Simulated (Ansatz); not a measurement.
# HgSe: the cost of one run

Program: Ansatz 0.2.0. Level of theory: DFT PBEsol, scalar-relativistic. These are calculated values, not measurements.

### 1 The starting structure

The structure is cubic, space group F-43m (No. 216). The conventional cell has a = 6.193 Å, b = 6.193 Å, c = 6.193 Å, α = 90.00°, β = 90.00°, γ = 90.00°. Hg (site symmetry -43m) has 4 Se at 2.68 Å as nearest neighbours. Se (site symmetry -43m) has 4 Hg at 2.68 Å as nearest neighbours.

Structure file:

```cif
data_structure
_symmetry_space_group_name_H-M 'P 1'
_symmetry_Int_Tables_number 1
_cell_length_a 4.3789
_cell_length_b 4.3789
_cell_length_c 4.3789
_cell_angle_alpha 60.000
_cell_angle_beta 60.000
_cell_angle_gamma 60.000
_cell_volume 59.37
loop_
_atom_site_label
_atom_site_type_symbol
_atom_site_fract_x
_atom_site_fract_y
_atom_site_fract_z
_atom_site_occupancy
Hg1 Hg 0.00000 0.00000 0.00000 1
Se1 Se 0.25000 0.25000 0.25000 1
```

The cell is one relaxed in the Materials Project, used as it stands.

Atoms are numbered in the order of the input: Hg1, Se2.

### 2 Volume × 0.95, LAPW

File input.yaml:

```yaml
crystal:
  lattice:
    - [0.0, 3.0438357691, 3.0438357691]
    - [3.0438357691, 0.0, 3.0438357691]
    - [3.0438357691, 3.0438357691, 0.0]
  atoms:
    - { symbol: Hg, position: [0.0, 0.0, 0.0] }
    - { symbol: Se, position: [0.25, 0.25, 0.25] }
kpoints:
  mp_grid: { grid: [10, 10, 10] }
scf:
  occupations: { method: fermi_dirac, width: 0.05 }
hamiltonian:
  xc: pbesol
  pseudopotentials: { kind: all_electron, lapw: { basis_error: 0.00025 } }
output:
  forces: true
  stress: true
  eigenvalues: true
```

Run with:

```
$ ansatz run input.yaml --threads 1 --pin off --max-ram 2048MiB --backend cpu --events-out ev --progress --plain --runs-dir out
```

Q: Estimate wall time and peak memory on 1 thread of AMD EPYC 7R43 (Zen 3), shared host.

About 56 s, with a peak of 0.45 GiB.
